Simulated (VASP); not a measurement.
Output of a VASP run:

File OUTCAR:
```
 ion  position               nearest neighbor table
   1  0.000  0.000  0.000-   3 2.01   6 2.01   5 2.03   4 2.03   4 2.03   5 2.03
   2  0.500  0.500  0.500-   4 2.01   5 2.01   3 2.03   6 2.03   3 2.03   6 2.03
   3  0.303  0.303  0.000-   1 2.01   2 2.03   2 2.03
   4  0.803  0.197  0.500-   2 2.01   1 2.03   1 2.03
   5  0.197  0.803  0.500-   2 2.01   1 2.03   1 2.03
   6  0.697  0.697  0.000-   1 2.01   2 2.03   2 2.03
  LATTYP: Found a simple tetragonal cell.
 ALAT       =     4.6894559820
 C/A-ratio  =     0.6608548848
 Subroutine PRICEL returns:
 Original cell was already a primitive cell.
 Subroutine GETGRP returns: Found 16 space group operations
The static configuration has the point symmetry D_2h.
 The point group associated with its full space group is D_4h.
The dynamic configuration has the point symmetry D_2h.
 Subroutine INISYM returns: Found 16 space group operations
 Subroutine IBZKPT returns following result:
 Found     24 irreducible k-points:

 Following reciprocal coordinates:
            Coordinates               Weight
  0.000000  0.000000  0.000000      1.000000
  0.200000  0.000000  0.000000      4.000000
  0.400000  0.000000  0.000000      4.000000
  0.200000  0.200000  0.000000      4.000000
  0.400000  0.200000  0.000000      8.000000
  0.400000  0.400000  0.000000      4.000000
  0.000000  0.000000  0.142857      2.000000
  0.200000  0.000000  0.142857      8.000000
  0.400000  0.000000  0.142857      8.000000
  0.200000  0.200000  0.142857      8.000000
  0.400000  0.200000  0.142857     16.000000
  0.400000  0.400000  0.142857      8.000000
  0.000000  0.000000  0.285714      2.000000
  0.200000  0.000000  0.285714      8.000000
  0.400000  0.000000  0.285714      8.000000
  0.200000  0.200000  0.285714      8.000000
  0.400000  0.200000  0.285714     16.000000
  0.400000  0.400000  0.285714      8.000000
  0.000000  0.000000  0.428571      2.000000
  0.200000  0.000000  0.428571      8.000000
  0.400000  0.000000  0.428571      8.000000
  0.200000  0.200000  0.428571      8.000000
  0.400000  0.200000  0.428571     16.000000
  0.400000  0.400000  0.428571      8.000000
   k-points           NKPTS =     24   k-points in BZ     NKDIM =     24   number of bands    NBANDS=     20
   number of dos      NEDOS =    301   number of ions     NIONS =      6
   total plane-waves  NPLWV =  31104
   dimension x,y,z NGX =    36 NGY =   36 NGZ =   24
   dimension x,y,z NGXF=    72 NGYF=   72 NGZF=   48
   ions per type =               2   4
   PREC   = accura    normal or accurate (medium, high low for compatibility)
   ISTART =      0    job   : 0-new  1-cont  2-samecut
   ICHARG =      2    charge: 1-file 2-atom 10-const
   ISPIN  =      1    spin polarized calculation?
   LNONCOLLINEAR =      F non collinear calculations
   LSORBIT =      F    spin-orbit coupling
   INIWAV =      1    electr: 0-lowe 1-rand  2-diag
   ENCUT  =  520.0 eV  38.22 Ry    6.18 a.u.   8.72  8.72  5.76*2*pi/ulx,y,z
   NELM   =    100;   NELMIN=  2; NELMDL= -5     # of ELM steps
   EDIFF  = 0.1E-06   stopping-criterion for ELM
   LREAL  =      F    real-space projection
   NLSPLINE    = F    spline interpolate recip. space projectors
   LMAXMIX     =    2 max onsite mixed and CHGCAR
   VOSKOWN=      0    Vosko Wilk Nusair interpolation
   EDIFFG = -.1E-01   stopping-criterion for IOM
   NSW    =     30    number of steps for IOM
   NBLOCK =      1;   KBLOCK =     30    inner block; outer block
   IBRION =      2    ionic relax: 0-MD 1-quasi-New 2-CG
   NFREE  =      1    steps in history (QN), initial steepest desc. (CG)
   ISIF   =      4    stress and relaxation
   ISYM   =      2    0-nonsym 1-usesym 2-fastsym
   TEIN   =    0.0    initial temperature
   TEBEG  =    0.0;   TEEND  =   0.0 temperature during run
   SMASS  =  -3.00    Nose mass-parameter (am)
   PSTRESS=    0.0 pullay stress
   NELECT =      32.0000    total number of electrons
   EFERMI =   0.00;   METHOD = LEGACY
   ISMEAR =     0;   SIGMA  =   0.05  broadening in eV -4-tet -1-fermi 0-gaus
...
```

### OSZICAR
```
       N       E                     dE             d eps       ncg     rms          rms(c)
DAV:   1     0.190931699215E+03    0.19093E+03   -0.18079E+04  1008   0.149E+03
DAV:   2    -0.252319510396E+02   -0.21616E+03   -0.20931E+03  1252   0.329E+02
DAV:   3    -0.340901801787E+02   -0.88582E+01   -0.88362E+01  1128   0.697E+01
DAV:   4    -0.341483406128E+02   -0.58160E-01   -0.58143E-01  1096   0.648E+00
DAV:   5    -0.341487183909E+02   -0.37778E-03   -0.37776E-03  1092   0.529E-01    0.100E+01
DAV:   6    -0.314948221421E+02    0.26539E+01   -0.11403E+01  1100   0.257E+01    0.306E+00
DAV:   7    -0.315127455556E+02   -0.17923E-01   -0.11432E-01  1024   0.255E+00    0.191E+00
DAV:   8    -0.315411676656E+02   -0.28422E-01   -0.57284E-02  1088   0.278E+00    0.169E-01
DAV:   9    -0.315422595802E+02   -0.10919E-02   -0.33275E-03  1116   0.430E-01    0.750E-02
DAV:  10    -0.315424834588E+02   -0.22388E-03   -0.25180E-04  1080   0.137E-01    0.132E-02
DAV:  11    -0.315424850776E+02   -0.16188E-05   -0.28623E-05  1108   0.440E-02    0.838E-03
DAV:  12    -0.315424850819E+02   -0.42792E-08   -0.10204E-05  1080   0.259E-02    0.234E-03
DAV:  13    -0.315424850254E+02    0.56527E-07   -0.59323E-07  1092   0.632E-03
   1 F= -.32383570E+02 E0= -.32383570E+02  d E =-.323836E+02
       N       E                     dE             d eps       ncg     rms          rms(c)
DAV:   1    -0.315429642705E+02   -0.47919E-03   -0.21511E-01   960   0.431E+00    0.132E-01
DAV:   2    -0.315432211426E+02   -0.25687E-03   -0.44079E-03  1100   0.565E-01    0.728E-02
DAV:   3    -0.315431301384E+02    0.91004E-04   -0.66055E-05  1104   0.991E-02    0.277E-02
DAV:   4    -0.315431167096E+02    0.13429E-04   -0.37111E-05  1088   0.648E-02    0.493E-03
DAV:   5    -0.315431170275E+02   -0.31795E-06   -0.44751E-06  1060   0.171E-02    0.319E-03
DAV:   6    -0.315431170226E+02    0.48840E-08   -0.13032E-07   624   0.423E-03
   2 F= -.32384116E+02 E0= -.32384116E+02  d E =-.546402E-03
       N       E                     dE             d eps       ncg     rms          rms(c)
DAV:   1    -0.315432319959E+02   -0.11497E-03   -0.19676E-01   960   0.412E+00    0.126E-01
DAV:   2    -0.315434671048E+02   -0.23511E-03   -0.40368E-03  1096   0.540E-01    0.697E-02
DAV:   3    -0.315433834846E+02    0.83620E-04   -0.60762E-05  1096   0.951E-02    0.265E-02
DAV:   4    -0.315433711916E+02    0.12293E-04   -0.34230E-05  1092   0.622E-02    0.474E-03
DAV:   5    -0.315433714834E+02   -0.29175E-06   -0.41290E-06  1052   0.165E-02    0.306E-03
DAV:   6    -0.315433714792E+02    0.41960E-08   -0.12069E-07   616   0.407E-03
   3 F= -.32384289E+02 E0= -.32384289E+02  d E =-.719102E-03
```

OUTCAR:
```
------------------------ aborting loop because EDIFF is reached ----------------------------------------
 Edisp (eV)   -0.84092
  FORCE on cell =-STRESS in cart. coord.  units (eV):
  Direction    XX          YY          ZZ          XY          YZ          ZX
  --------------------------------------------------------------------------------------
  Total      -1.15929    -1.15929    -1.16591    -0.00000     0.00000     0.00000
  in kB     -27.25382   -27.25382   -27.40945    -0.00000     0.00000     0.00000
  external pressure =      -27.31 kB  Pullay stress =        0.00 kB
  volume of cell :       68.15
      direct lattice vectors                 reciprocal lattice vectors
     4.694475992  0.000000000  0.000000000     0.213016320 -0.000000000  0.000000000
     0.000000000  4.694475992  0.000000000    -0.000000000  0.213016320  0.000000000
     0.000000000  0.000000000  3.092425535     0.000000000  0.000000000  0.323370761
 POSITION                                       TOTAL-FORCE (eV/Angst)
 -----------------------------------------------------------------------------------
      0.00000      0.00000      0.00000         0.000000      0.000000     -0.000000
      2.34724      2.34724      1.54621         0.000000      0.000000     -0.000000
      1.42485      1.42485      0.00000        -0.000419     -0.000419      0.000000
      3.77209      0.92238      1.54621        -0.000419      0.000419     -0.000000
      0.92238      3.77209      1.54621         0.000419     -0.000419     -0.000000
      3.26962      3.26962      0.00000         0.000419      0.000419     -0.000000
 -----------------------------------------------------------------------------------
    total drift:                                0.000000     -0.000000      0.000000
  FREE ENERGIE OF THE ION-ELECTRON SYSTEM (eV)
  ---------------------------------------------------
  free  energy   TOTEN  =       -32.3842887789 eV

  energy  without entropy=      -32.3842887789  energy(sigma->0) =      -32.38428878

 reached required accuracy - stopping structural energy minimisation
```
(Selected blocks of OUTCAR.)

File POSCAR:
```
MgF2
1
    4.6894559820     0.0000000000     0.0000000000
    0.0000000000     4.6894559820     0.0000000000
    0.0000000000     0.0000000000     3.0990498926
Mg F
2 4
Direct
  0.0000000000   0.0000000000   0.0000000000
  0.5000000000   0.5000000000   0.5000000000
  0.3027857233   0.3027857233   0.0000000000
  0.8027857233   0.1972142767   0.5000000000
  0.1972142767   0.8027857233   0.5000000000
  0.6972142767   0.6972142767   0.0000000000
```

Write an INCAR and KPOINTS that could have produced this output.

This is not unique; one that fits is the input of the run itself, PBE GGA with D3 dispersion (Becke-Johnson damping), plane waves, VASP's PBE PAW potentials (set 64).

INCAR:
```
# general
SYSTEM = MgF2
PREC   = Accurate
ENCUT  = 520
LREAL  = F
LASPH  = T

# electronic loop
EDIFF  = 1E-7   # SCF stop (eV)
NELM   = 100
ALGO   = Normal

# smearing
ISMEAR = 0
SIGMA  = 0.05

# functional
GGA    = PE   # PBE
IVDW   = 12

# ions
IBRION = 2
NSW    = 30
ISIF   = 4
EDIFFG = -0.01   # ionic stop

# output
LWAVE  = F
LCHARG = F
```

File KPOINTS:
```
kpoints
0
gamma
5 5 7
0 0 0
```

POTCAR, in this order: Mg F (PBE.64 set). Program: vasp_std.

The compound is MgF2 in the rutile structure. This cell is one point of a volume scan, at 1.03 of the reference volume. Symmetry was kept, so distortions that lower it aren't found.
